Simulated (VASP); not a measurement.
# ZnO (P6_3mc) in VASP: further runs

The runs below take ZnO through single point, relaxation of cell and atoms, with PBE.

All numbers are computed with VASP 6.6.1; they aren't measurements. Logs are shortened: lines on timing, memory, paths and dates and some standing lists are left out, and cuts for length are marked.

**Measured values to compare with.**

From “Electronic structure of alkaline earth and post-transition metal oxides”, 2009, arxiv:0908.1581, for a bulk crystal of ZnO: band gap 3.37 eV.

The results are compared with them further down.

### 1 The structure

The structure is hexagonal, space group P6_3mc (No. 186). The conventional cell has a = 3.280 Å, b = 3.280 Å, c = 5.293 Å, α = 90.00°, β = 90.00°, γ = 120.00°. Zn (site symmetry 3m) is surrounded by 4 O at 2.00 to 2.01 Å. O (site symmetry 3m) is surrounded by 4 Zn at 2.00 to 2.01 Å.

The cell is a database's computed one.

### 2 Single point, PBE

The input, INCAR:

```
SYSTEM = ZnO
  ALGO = Normal
  EDIFF = 1E-6
  ENCUT = 520
  GGA = PE
  ISIF = 2
  ISMEAR = 0
  LASPH = .TRUE.
  LCHARG = .TRUE.
  LELF = .TRUE.
  LREAL = .FALSE.
  LVHAR = .TRUE.
  LWAVE = .FALSE.
  NBANDS = 26
  NELM = 100
  PREC = Accurate
  SIGMA = 0.02
```

The input, KPOINTS:

```
k-points
0
G
  9 9 6
  0 0 0
```

The input, POSCAR:

```
ZnO
1.0
    3.2798364058      0.0000000000      0.0000000000
   -1.6399182029      2.8404216476      0.0000000000
    0.0000000000      0.0000000000      5.2930600662
Zn O
2 2
Direct
    0.6666666667      0.3333333333      0.5005247962
    0.3333333333      0.6666666667      0.0005247962
    0.6666666667      0.3333333333      0.8797852038
    0.3333333333      0.6666666667      0.3797852038
```

Potentials or basis: VASP PAW PBE potentials, release 64 (Zn, O).

On the command line:

```bash
$ cat potpaw_PBE.64/Zn/POTCAR potpaw_PBE.64/O/POTCAR > POTCAR
$ mpirun -np 1 vasp_std > vasp.out
```

OUTCAR:

```text
SYSTEM = ZnO
   EDIFF = 1E-6
   ENCUT = 520
   GGA = PE
   ISIF = 2
   ISMEAR = 0
   LASPH = .TRUE.
   LREAL = .FALSE.
   NELM = 100
   PREC = Accurate

 ion  position               nearest neighbor table
   1  0.667  0.333  0.501-   4 2.00   4 2.00   4 2.00   3 2.01
   2  0.333  0.667  0.001-   3 2.00   3 2.00   3 2.00   4 2.01
   3  0.667  0.333  0.880-   2 2.00   2 2.00   2 2.00   1 2.01
   4  0.333  0.667  0.380-   1 2.00   1 2.00   1 2.00   2 2.01

  LATTYP: Found a hexagonal cell.
 ALAT       =     3.2798364058
 C/A-ratio  =     1.6138183163

  Lattice vectors:

 A1 = (   3.2798364058,   0.0000000000,   0.0000000000)
 A2 = (  -1.6399182029,   2.8404216476,   0.0000000000)
 A3 = (   0.0000000000,   0.0000000000,   5.2930600662)

Analysis of symmetry for initial positions (statically):
=====================================================================
 Subroutine PRICEL returns:
 Original cell was already a primitive cell.

 Routine SETGRP: Setting up the symmetry group for a
 hexagonal supercell.

 Subroutine GETGRP returns: Found 12 space group operations
 (whereof  6 operations were pure point group operations)
 out of a pool of 24 trial point group operations.

The static configuration has the point symmetry C_3v.
 The point group associated with its full space group is C_6v.

Analysis of symmetry for dynamics (positions and initial velocities):
=====================================================================
 Subroutine PRICEL returns:
 Original cell was already a primitive cell.

 Routine SETGRP: Setting up the symmetry group for a
 hexagonal supercell.

 Subroutine GETGRP returns: Found 12 space group operations
 (whereof  6 operations were pure point group operations)
 out of a pool of 24 trial point group operations.

The dynamic configuration has the point symmetry C_3v.
 The point group associated with its full space group is C_6v.

 Subroutine INISYM returns: Found 12 space group operations
 (whereof  6 operations are pure point group operations),
 and found     1 'primitive' translations

----------------------------------------------------------------------------------------

                                     Primitive cell

  volume of cell :      49.3108

  direct lattice vectors                    reciprocal lattice vectors
     3.279836406  0.000000000  0.000000000     0.304893256  0.176030203  0.000000000
    -1.639918203  2.840421648  0.000000000     0.000000000  0.352060407  0.000000000
     0.000000000  0.000000000  5.293060066     0.000000000  0.000000000  0.188926630

  length of vectors
     3.279836406  3.279836406  5.293060066     0.352060407  0.352060407  0.188926630

  position of ions in fractional coordinates (direct lattice)
     0.666666667  0.333333333  0.500524796
     0.333333333  0.666666667  0.000524796
     0.666666667  0.333333333  0.879785204
     0.333333333  0.666666667  0.379785204

  ion indices of the primitive-cell ions
   primitive index   ion index
                 1           1
                 2           2
                 3           3
                 4           4

----------------------------------------------------------------------------------------

 KPOINTS: k-points

Automatic generation of k-mesh.
 Grid dimensions read from file:
 generate k-points for:    9    9    6

 Generating k-lattice:

  Cartesian coordinates                     Fractional coordinates (reciprocal lattice)
     0.033877028  0.019558911  0.000000000     0.111111111 -0.000000000  0.000000000
     0.000000000  0.039117823  0.000000000     0.000000000  0.111111111  0.000000000
     0.000000000  0.000000000  0.031487772     0.000000000  0.000000000  0.166666667

  Length of vectors
     0.039117823  0.039117823  0.031487772

  Shift w.r.t. Gamma in fractional coordinates (k-lattice)
     0.000000000  0.000000000  0.000000000

 Subroutine IBZKPT returns following result:
 ===========================================

 Found     48 irreducible k-points:

 Following reciprocal coordinates:
            Coordinates               Weight
  0.000000  0.000000  0.000000      1.000000
  0.111111 -0.000000  0.000000      6.000000
  0.222222 -0.000000  0.000000      6.000000
  0.333333 -0.000000  0.000000      6.000000
  0.444444 -0.000000  0.000000      6.000000
  0.111111  0.111111  0.000000      6.000000
[... 16 lines left out ...]
  0.333333  0.222222  0.166667     24.000000
  0.333333  0.333333  0.166667      4.000000
 [... further k-points ...]
   k-points           NKPTS =     48   k-points in BZ     NKDIM =     48   number of bands    NBANDS=     26
   number of dos      NEDOS =    301   number of ions     NIONS =      4
   total plane-waves  NPLWV =  23040
   dimension x,y,z NGX =    24 NGY =   24 NGZ =   40
   dimension x,y,z NGXF=    48 NGYF=   48 NGZF=   80
   ions per type =               2   2
   NGX,Y,Z   is equivalent  to a cutoff of  12.16, 12.16, 12.56 a.u.
   NGXF,Y,Z  is equivalent  to a cutoff of  24.33, 24.33, 25.13 a.u.
 SYSTEM =  ZnO
   PREC   = accura    normal or accurate (medium, high low for compatibility)
   ISTART =      0    job   : 0-new  1-cont  2-samecut
   ICHARG =      2    charge: 1-file 2-atom 10-const
   ISPIN  =      1    spin polarized calculation?
   LNONCOLLINEAR =      F non collinear calculations
   LSORBIT =      F    spin-orbit coupling
   LASPH  =      T    aspherical Exc in radial PAW
   ENCUT  =  520.0 eV  38.22 Ry    6.18 a.u.   6.10  6.10  9.84*2*pi/ulx,y,z
   NELM   =    100;   NELMIN=  2; NELMDL= -5     # of ELM steps
   EDIFF  = 0.1E-05   stopping-criterion for ELM
   LREAL  =      F    real-space projection
   EDIFFG = 0.1E-04   stopping-criterion for IOM
   NSW    =      0    number of steps for IOM
   IBRION =     -1    ionic relax: 0-MD 1-quasi-New 2-CG
   NFREE  =      0    steps in history (QN), initial steepest desc. (CG)
   ISIF   =      2    stress and relaxation
   ISYM   =      2    0-nonsym 1-usesym 2-fastsym
   POTIM  = 0.5000    time-step for ionic-motion
   TEBEG  =    0.0;   TEEND  =   0.0 temperature during run
   PSTRESS=    0.0 pullay stress
   NELECT =      36.0000    total number of electrons
   NUPDOWN=      -1.0000    fix difference up-down
   EMIN   =  10.00;   EMAX   =-10.00  energy-range for DOS
   EFERMI =   0.00;   METHOD = LEGACY
   ISMEAR =     0;   SIGMA  =   0.02  broadening in eV -4-tet -1-fermi 0-gaus
   EFERMI_NEDOS =   21; number of points for ismear=-14 and -15
   IALGO  =     38    algorithm
   IMIX   =      4    mixing-type and parameters
     AMIX     =   0.40;   BMIX     =  1.00
     AMIX_MAG =   1.60;   BMIX_MAG =  1.00
  volume/ion in A,a.u.               =      12.33        83.19
  Fermi-wavevector in a.u.,A,eV,Ry     =   1.474105  2.785654 29.565260  2.172985
  Thomas-Fermi vector in A             =   2.588917
   LORBIT       =      0    0 simple, 1 ext, 2 COOP (PROOUT), +10 PAW based schemes
   GGA     = PE    functional components
   LHFCALC =     F    Hartree Fock is set to
   AEXX    =    0.0000 exact exchange contribution
   IVDW    =     0    specifies the selected vdW correction
   LEPSILON=     F    determine dielectric tensor
   LRPA    =     F    only Hartree local field effects (RPA)
 non-spin polarized calculation
 Gauss-broadening in eV      SIGMA  =   0.02
  energy-cutoff  :      520.00
  volume of cell :       49.31
 maximum number of plane-waves:      1350
   NGX = 13   NGY = 13   NGZ = 19

 number of electron      36.0000038 magnetization

 Free energy of the ion-electron system (eV)
  ---------------------------------------------------
  ext. energy  EPLUGINS =         0.00000000
  ---------------------------------------------------
  free energy    TOTEN  =       -17.86086990 eV

  energy without entropy =      -17.86086990  energy(sigma->0) =      -17.86086990

 E-fermi :   1.0130     XC(G=0): -10.7245

 val. band max:        0.8940151036   @ k =   0.0000   0.0000   0.0000
 cond. band min:       1.6216515630   @ k =   0.0000   0.0000   0.0000
 fundamental gap:      0.7276364594
 Fermi energy:         1.0129847667

 k-point     1 :       0.0000    0.0000    0.0000
  band No.  band energies     occupation
      1     -16.9231      2.00000
      2     -16.2558      2.00000
      3      -4.6431      2.00000
      4      -4.6431      2.00000
      5      -4.6012      2.00000
      6      -4.4862      2.00000
[... 18 lines left out ...]
     25      14.8225      0.00000
     26      14.8225      0.00000

 k-point     2 :       0.1111   -0.0000    0.0000
  band No.  band energies     occupation
      1     -16.8601      2.00000
      2     -16.2280      2.00000
      3      -4.7101      2.00000
      4      -4.6063      2.00000
      5      -4.5630      2.00000
      6      -4.4718      2.00000
[... 18 lines left out ...]
     25      14.7997      0.00000
     26      14.9525      0.00000

 k-point     3 :       0.2222   -0.0000    0.0000
  band No.  band energies     occupation
      1     -16.6924      2.00000
      2     -16.1612      2.00000
      3      -4.8389      2.00000
      4      -4.5438      2.00000
      5      -4.5201      2.00000
      6      -4.4093      2.00000
[... 18 lines left out ...]
     25      14.2204      0.00000
     26      14.9219      0.00000

 k-point     4 :       0.3333   -0.0000    0.0000
  band No.  band energies     occupation
      1     -16.4801      2.00000
      2     -16.0986      2.00000
      3      -4.9035      2.00000
      4      -4.5745      2.00000
      5      -4.4421      2.00000
      6      -4.2396      2.00000
[... 18 lines left out ...]
     25      14.1106      0.00000
     26      14.7477      0.00000

 k-point     5 :       0.4444   -0.0000    0.0000
  band No.  band energies     occupation
      1     -16.3138      2.00000
      2     -16.0806      2.00000
      3      -4.8538      2.00000
      4      -4.6080      2.00000
      5      -4.4060      2.00000
      6      -4.0544      2.00000
[... 18 lines left out ...]
     25      13.9478      0.00000
     26      14.8474      0.00000

 k-point     6 :       0.1111    0.1111    0.0000
  band No.  band energies     occupation
      1     -16.7447      2.00000
      2     -16.1806      2.00000
      3      -4.7774      2.00000
      4      -4.5958      2.00000
      5      -4.5072      2.00000
      6      -4.4620      2.00000
[... 427 lines left out ...]
 k-point    21 :       0.4444    0.1111    0.1667
  band No.  band energies     occupation
      1     -16.2497      2.00000
      2     -16.0930      2.00000
      3      -4.8194      2.00000
      4      -4.6089      2.00000
      5      -4.4013      2.00000
      6      -4.0879      2.00000
[... 18 lines left out ...]
     25      13.5805      0.00000
     26      14.5458      0.00000

 k-point    22 :       0.2222    0.2222    0.1667
  band No.  band energies     occupation
      1     -16.3562      2.00000
      2     -16.0987      2.00000
      3      -4.7322      2.00000
      4      -4.6746      2.00000
      5      -4.3551      2.00000
      6      -4.2969      2.00000
[... 18 lines left out ...]
     25      12.6487      0.00000
     26      15.8252      0.00000

 k-point    23 :       0.3333    0.2222    0.1667
  band No.  band energies     occupation
      1     -16.2201      2.00000
      2     -16.0932      2.00000
      3      -4.6967      2.00000
      4      -4.4958      2.00000
      5      -4.3487      2.00000
      6      -4.1739      2.00000
[... 18 lines left out ...]
     25      13.4122      0.00000
     26      14.8286      0.00000

 k-point    24 :       0.3333    0.3333    0.1667
  band No.  band energies     occupation
      1     -16.1325      2.00000
      2     -16.1325      2.00000
      3      -4.6461      2.00000
      4      -4.3764      2.00000
      5      -4.3764      2.00000
      6      -4.0366      2.00000
[... 18 lines left out ...]
     25      14.1728      0.00000
     26      14.9409      0.00000

 [... further k-points ...]

------------------------ aborting loop because EDIFF is reached ----------------------------------------

  FORCE on cell =-STRESS in cart. coord.  units (eV):
  Direction    XX          YY          ZZ          XY          YZ          ZX
  --------------------------------------------------------------------------------------
  -------------------------------------------------------------------------------------
  Total        0.2746856      0.2746856      0.2639574      0.0000000      0.0000000      0.0000000
  in kB        8.9249269      8.9249269      8.5763515      0.0000000      0.0000000      0.0000000
  external PRESSURE =       8.8087351 kB  Pullay stress =       0.0000000 kB

 VOLUME and BASIS-vectors are now :
 -----------------------------------------------------------------------------
  energy-cutoff  :      520.00
  volume of cell :       49.31
      direct lattice vectors                 reciprocal lattice vectors
     3.279836406  0.000000000  0.000000000     0.304893256  0.176030203  0.000000000
    -1.639918203  2.840421648  0.000000000     0.000000000  0.352060407  0.000000000
     0.000000000  0.000000000  5.293060066     0.000000000  0.000000000  0.188926630

 POSITION                                       TOTAL-FORCE (eV/Angst)
 -----------------------------------------------------------------------------------
      1.63992      0.94681      2.64931        -0.000000     -0.000000      0.005060
     -0.00000      1.89361      0.00278         0.000000      0.000000      0.005060
      1.63992      0.94681      4.65676         0.000000     -0.000000     -0.005060
     -0.00000      1.89361      2.01023        -0.000000      0.000000     -0.005060
 -----------------------------------------------------------------------------------
    total drift:                               -0.000001     -0.000001     -0.001025

  FREE ENERGIE OF THE ION-ELECTRON SYSTEM (eV)
  ---------------------------------------------------
  free  energy   TOTEN  =       -17.8608698990 eV

  energy  without entropy=      -17.8608698990  energy(sigma->0) =      -17.86086990
```

Wall time 27 s (1 thread of Intel Xeon Platinum 8488C (Sapphire Rapids), shared host); peak memory 0.19 GiB.

What came out:

```
Free energy            : -17.8609 eV
Pressure               : 0.9 GPa
Largest force          : 0.005 eV/Å
Band gap on the k mesh : 0.73 eV, direct
```

Forces in eV/Å, atoms in the order of the input:
```
Zn   0.000  0.000  0.005
Zn   0.000  0.000  0.005
O    0.000  0.000 -0.005
O    0.000  0.000 -0.005
```

### 3 Relaxation of cell and atoms, PBE

The input, INCAR:

```
SYSTEM = ZnO
PREC = Accurate
ENCUT = 600
EDIFF = 1E-6
ISMEAR = 0
SIGMA = 0.02
LREAL = .FALSE.
LASPH = .TRUE.
NELM = 100
ALGO = Normal
ISIF = 3
LWAVE = .FALSE.
LCHARG = .FALSE.
GGA = PE
IBRION = 2
NSW = 100
EDIFFG = -0.01
```

The input, KPOINTS:

```
Automatic mesh
0
G
  9 9 6
  0 0 0
```

The input, POSCAR:

```
ZnO
1.0
    3.2796150119      0.0000000000      0.0000000000
   -1.6398075060      2.8402299149      0.0000000000
    0.0000000000      0.0000000000      5.2887557639
Zn O
2 2
Direct
    0.6666666667      0.3333333333      0.5003047199
    0.3333333333      0.6666666667      0.0003047199
    0.6666666667      0.3333333333      0.8800052801
    0.3333333333      0.6666666667      0.3800052801
```

Potentials or basis: VASP PAW PBE potentials, release 64 (Zn, O).

On the command line:

```bash
$ cat potpaw_PBE.64/Zn/POTCAR potpaw_PBE.64/O/POTCAR > POTCAR
$ mpirun -np 1 vasp_std > vasp.out
```

Wall time 72 s (1 thread of Intel Xeon Platinum 8488C (Sapphire Rapids), shared host); peak memory 0.21 GiB.

It converged, with:

```yaml
Free_energy: -17.8651 eV
Relaxed_volume: 12.39 Å³/atom
Relaxed_cell: a = 3.287 Å, b = 3.287 Å, c = 5.299 Å, α = 90.00°, β = 90.00°, γ = 120.00°
Space_group_after_relaxing_to_0.05_Å: P6_3mc (No. 186)
Energy_gained_by_relaxing: 0.2 meV/atom
Ionic_steps: 3
Pressure_after_relaxing: 0.0 GPa
Largest_force_after_relaxing: 0.006 eV/Å
Band_gap_on_the_k_mesh: 0.72 eV, direct
```

Forces on the atoms (eV/Å):
```
Zn   0.000  0.000  0.006
Zn   0.000  0.000  0.006
O    0.000  0.000 -0.006
O    0.000  0.000 -0.006
```

The path:
```tsv
step	energy change (eV)	largest force (eV/Å)	pressure (GPa)	volume (Å³)
1	0.0000	0.0130	0.86	49.26
2	-0.0006	0.0030	-0.40	49.74
3	-0.0008	0.0062	0.00	49.57
```

Final structure:
```
Zn O
1.0
     3.28669    0.00000    0.00000
    -1.64335    2.84636    0.00000
     0.00000    0.00000    5.29911
Zn O
2 2
Direct
  0.66667 0.33333 0.50038
  0.33333 0.66667 0.00038
  0.66667 0.33333 0.87993
  0.33333 0.66667 0.37993
```

Levels at points of the mesh, in eV from the valence-band top:
| k point | band 14 | band 15 | band 16 | band 17 | band 18 | band 19 | band 20 | band 21 | band 22 |
| --- | --- | --- | --- | --- | --- | --- | --- | --- | --- |
| (0.00, 0.00, 0.00) | -0.75 | -0.75 | -0.08 | 0.00 | 0.00 | 0.72 | 5.07 | 8.06 | 12.69 |
| (0.00, 0.00, 0.50) | -2.22 | -0.37 | -0.37 | -0.37 | -0.37 | 3.35 | 3.35 | 9.90 | 9.90 |

[end of part 1 of 2]
